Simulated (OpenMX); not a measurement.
Wanted: the native input for an OpenMX 3.8.5 run.

* Task: single point
* Functional: PBE
* Potentials or basis: OpenMX 2013 PBE set, Ag7.0-s3p2d2, grid cutoff 400 Ry
* k mesh: 7 × 7 × 7
* Occupations: fermi-dirac, width 0.05 eV
* Spin: no spin polarisation
* Mixing scheme: rmm-diisk
* SCF threshold: 1e-08 Ha
* Solver: band
* Max SCF cycles: 100

The system is Ag.

```
Ag
1.0
    -1.66744    1.70967    1.67800
     1.64484   -1.66248    1.60821
     1.64974    1.64478   -1.63081
Ag
1
Direct
  0.00036 0.98336 0.99733
```

The cell isn't the ideal one: cell strained at random at fixed volume.

These files were run (other wordings do the same):

Ag.dat

```
System.CurrrentDirectory             ./
System.Name                          Ag
DATA.PATH                            ./DFT_DATA13
level.of.stdout                      1
level.of.fileout                     0
Species.Number                       1
<Definition.of.Atomic.Species
  Ag  Ag7.0-s3p2d2           Ag_PBE13
Definition.of.Atomic.Species>

Atoms.Number                         1
Atoms.SpeciesAndCoordinates.Unit     FRAC
<Atoms.SpeciesAndCoordinates
    1  Ag    0.0003600000   -0.0166410000   -0.0026680000   8.500  8.500
Atoms.SpeciesAndCoordinates>

Atoms.UnitVectors.Unit               Ang
<Atoms.UnitVectors
    -1.6674370000    1.7096740000    1.6780030000
     1.6448450000   -1.6624760000    1.6082140000
     1.6497410000    1.6447800000   -1.6308050000
Atoms.UnitVectors>

scf.XcType                           GGA-PBE
scf.SpinPolarization                 off
scf.ElectronicTemperature            580.226
scf.energycutoff                     400.0
scf.maxIter                          100
scf.EigenvalueSolver                 band
scf.Kgrid                            7 7 7
scf.Mixing.Type                      rmm-diisk
scf.Init.Mixing.Weight               0.05
scf.Min.Mixing.Weight                0.001
scf.Max.Mixing.Weight                0.3
scf.Mixing.History                   25
scf.Mixing.StartPulay                8
scf.criterion                        1.0e-8
scf.stress.tensor                    on
MD.Type                              nomd
```

Potentials or basis: OpenMX 2013 PBE set, Ag7.0-s3p2d2, grid cutoff 400 Ry.

Run with:

```sh
$ openmx Ag.dat -nt 1 > Ag.std
```

It gave:

```
Pressure               : 1.9 GPa
Band gap on the k mesh : none (metal or under the smearing width)
```

Caveat: the k mesh is coarse (spacing up to 0.39 Å⁻¹), so the values aren't converged; the basis of atomic orbitals isn't converged, which shifts pressures, moduli and gaps.

Run time: 26 s on 1 thread of Arm Neoverse V2, with other jobs on the host, peak memory 0.46 GiB.
